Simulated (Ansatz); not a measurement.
(10−10) slab of wurtzite CdS, 11.9 Å thick as cut, bare faces

Ansatz, PAW, plane waves, no spin–orbit coupling unless named; atoms relaxed with PBEsol, the curve by HSE06. The curve holds the local part of the PAW potentials, so its shape inside matter depends on the files.

```
Cd S
1.0
     0.00000    0.00000    6.71063
     4.12350    0.00000    0.00000
     0.00000   24.90352    0.00000
Cd S
8 8
Direct
  0.55188 0.50114 0.28483
  0.49346 0.00114 0.40813
  0.48946 0.50116 0.55071
  0.48793 0.00115 0.69733
  0.98786 0.00118 0.30274
  0.98949 0.50118 0.44936
  0.99345 0.00115 0.59195
  0.05197 0.50114 0.71525
  0.37018 0.00117 0.31110
  0.36678 0.50114 0.45456
  0.36963 0.00116 0.59885
  0.38950 0.50116 0.74710
  0.88940 0.50119 0.25298
  0.86964 0.00118 0.40122
  0.86675 0.50115 0.54551
  0.87025 0.00115 0.68897
```

Planar mean of the electrostatic potential energy along the normal, from the vacuum level:

```
z (Å)  v (eV)
 0.00    0.00
 0.28    0.00
 0.69    0.00
 0.97    0.00
 1.38    0.00
 1.66    0.00
 2.08    0.00
 2.35    0.00
 2.77    0.00
 3.04    0.00
 3.46    0.00
 3.74   -0.01
 4.01   -0.02
 4.43   -0.07
 4.70   -0.15
 5.12   -0.54
 5.40   -1.24
 5.81   -3.84
 6.09   -5.60
 6.50   -8.18
 6.78   -9.67
 7.06  -10.76
 7.47  -12.02
 7.75  -11.11
 8.16   -7.65
 8.44   -4.66
 8.85   -2.59
 9.13   -3.18
 9.55   -6.80
 9.82   -8.66
10.24  -10.07
10.51  -10.39
10.79  -10.44
11.21   -9.86
11.48   -8.85
11.90   -5.75
12.18   -3.33
12.59   -2.73
12.87   -4.38
13.28   -8.07
13.56   -9.42
13.97  -10.41
14.25  -10.41
14.53  -10.31
14.94   -9.27
15.22   -7.88
15.63   -4.19
15.91   -2.69
16.33   -3.48
16.60   -6.14
17.02  -10.16
17.29  -11.74
17.71  -11.40
17.99  -10.20
18.26   -9.00
18.68   -6.47
18.95   -4.78
19.37   -1.92
19.65   -0.82
20.06   -0.24
20.34   -0.10
20.75   -0.03
21.03   -0.01
21.31   -0.01
21.72    0.00
22.00    0.00
22.41    0.00
22.69    0.00
23.10    0.00
23.38    0.00
23.80    0.00
24.07    0.00
24.49    0.00
24.77    0.00
```

Question: How far below the vacuum level do the top filled and the lowest empty level lie, by each functional?

Answer: PBEsol: 5.94 and 4.60 eV (gap 1.34 eV, a 4×6×1 mesh); HSE06: 6.54 and 4.17 eV (gap 2.38 eV, a 3×4×1 mesh); r²SCAN: 6.16 and 4.35 eV (gap 1.82 eV, a 3×4×1 mesh). Either level can be a surface state and not a band edge of the crystal.
